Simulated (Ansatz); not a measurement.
The system is Mg.

```
Mg
1.0
    -1.81883    1.81883    1.81883
     1.81883   -1.81883    1.81883
     1.81883    1.81883   -1.81883
Mg
1
Cartesian
  0.0000 0.0000 0.0000
```

This isn't the form of Mg at room conditions, which is hcp.

The cell isn't the ideal one: volume scaled by 1.08.

- Program: Ansatz 0.2.0
- Task: relaxation of cell and atoms
- Functional: LDA
- Potentials or basis: JTH PAW LDA
- Cutoff: 870 eV
- Density cutoff: 4350 eV
- k mesh: 9 × 9 × 9
- Occupations: methfessel-paxton, width 0.1 eV
- Spin: collinear spin, ferromagnetic start
- Starting moments: [0.5] μB

At the start: pressure -3.3 GPa; volume 24.07 Å³/atom.

Problem. How do energy, volume and symmetry change on relaxing?

Solution. Over 12 steps the energy falls by 26.6 meV/atom and the volume is 21.67 Å³/atom (-10.0 %); space group Im-3m (No. 229, to 0.05 Å); moment 0.00 μB per cell.

The path:
```csv
step,energy change (eV),largest force (eV/Å),pressure (GPa),volume (Å³)
1,0.0000,0.0000,-3.29,24.07
2,-0.0068,0.0000,-2.90,23.71
3,-0.0170,0.0000,-2.11,23.07
4,-0.0250,0.0000,-0.91,22.23
5,-0.0259,0.0000,0.65,21.35
6,-0.0259,0.0000,0.62,21.36
7,-0.0260,0.0000,0.57,21.39
8,-0.0262,0.0000,0.49,21.43
9,-0.0263,0.0000,0.40,21.48
10,-0.0264,0.0000,0.29,21.54
11,-0.0265,0.0000,0.17,21.60
12,-0.0266,0.0000,0.04,21.67
```

Final structure:
```yaml
crystal:
  lattice:
    - [-1.75631, 1.75631, 1.75631]
    - [1.75631, -1.75631, 1.75631]
    - [1.75631, 1.75631, -1.75631]
  atoms:
    - { symbol: Mg, position: [0.00000, 0.00000, 0.00000] }
```

Caveat: the starting moments weren't kept; the thresholds are loose for stress.
